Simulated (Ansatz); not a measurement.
## MnAs (zincblende structure)

Method: PBE, scalar-relativistic; collinear spin; PAW, 420 eV, Γ-centred 12×12×12 mesh, 0.05 eV Gaussian smearing; code Ansatz; PAW files: Ansatz's generated set soft_2.

```
Mn As
1.0
     0.00000    2.82995    2.82995
     2.82995    0.00000    2.82995
     2.82995    2.82995    0.00000
Mn As
1 1
Direct
  0.00000 0.00000 0.00000
  0.25000 0.25000 0.25000
```

This is a trial structure; measured cells of the compound in the Crystallography Open Database are in space group Pnma.

Magnetic state: ferromagnetic, site spin moments Mn 3.52; As -0.15 μB.

The run above is the reference. The same cell was run again with other input settings; several of them aren't fit for production, so the rows show the settings' effect and aren't properties of the material.

| keys changed | outcome | ΔE (meV/atom) | P (GPa) | gap on the mesh (eV) | cell moment (μB) | largest force component (eV/Å) | SCF iterations | rough core-seconds | new warnings |
| --- | --- | --- | --- | --- | --- | --- | --- | --- | --- |
| none (reference) | converged | 0.0 | 0.0 | metal | 3.72 | 0.000 | – | – | – |
| scf.lower_state_search: "light"; scf.occupations.method: "gaussian" → "methfessel_paxton"; scf.occupations.width: 0.05 → 0.025; hamiltonian.xc: "pbe" → "pbesol" | converged | – | -3.4 | metal | 3.70 | 0.000 | 13 | 20 | – |
| basis.ecutwfc: 420 → "350 eV"; hamiltonian.hubbard: {"sites": [{"species": "Mn", "l": "d", "u_eff": 3.0}], "double_counting": "fll"}; scf.occupations.width: 0.05 → null; scf.occupations.method: "gaussian" → "tetrahedron_uncorrected" | converged | – | 6.5 | metal | 4.00 | 0.000 | 16 | 24 | band table not solved further; cutoff below recommended; filled band counts differ across k points |
| accuracy: "high"; hamiltonian.hubbard: {"sites": [{"species": "Mn", "l": "d", "u_eff": 6.0}], "double_counting": "fll"} | converged | – | 10.5 | metal | 4.00 | 0.000 | 14 | 29 | filled band counts differ across k points |
| hamiltonian.pseudopotentials: {"kind": "paw", "source": "jth"} | converged | – | 0.1 | metal | 3.71 | 0.000 | 13 | 22 | cutoff below recommended; radial quadrature taken |
| scf.mixing.algorithm: "anderson"; scf.mixing.beta: 0.1; scf.mixing.ndim: 8 | converged | 0.0 | 0.0 | metal | 3.72 | 0.000 | 22 | 30 | – |

ΔE is the energy with the smearing extrapolated to zero. It is left out where the change alters the Hamiltonian or the spin treatment. The varied runs start from atomic densities (corrected by the program's trained start where that serves), with the default search for lower states unless a row changes it, while the reference went on from a saved state, so a magnet may end in another state whatever the setting.

Q: What happens with these changes: basis.ecutwfc: 420 → "51.4 Ry"; scf.mixing.preconditioner: "ldos"?

A: outcome converged, ΔE (meV/atom) -2.2, P (GPa) 0.0, gap on the mesh (eV) metal, cell moment (μB) 3.72, largest force component (eV/Å) 0.000, SCF iterations 9, rough core-seconds 30.

Q: What happens with these changes: kpoints.mp_grid.grid: [12, 12, 12] → [4, 4, 4]?

A: outcome converged, ΔE (meV/atom) -6.9, P (GPa) 0.4, gap on the mesh (eV) metal, cell moment (μB) 3.72, largest force component (eV/Å) 0.000, SCF iterations 12, rough core-seconds 4.

Other pseudopotential files need their own cutoff; where it is too low, pressure and moments show the cutoff and not the files.

1 further run (cut off, refused for memory, with changed atoms or starts, or in doubt) is left out.

Of the reference: The run wasn't fully tested for a lower electronic state. Site moments are of spin, integrated over atomic spheres. The moments were started parallel, and the real magnetic order may be another.
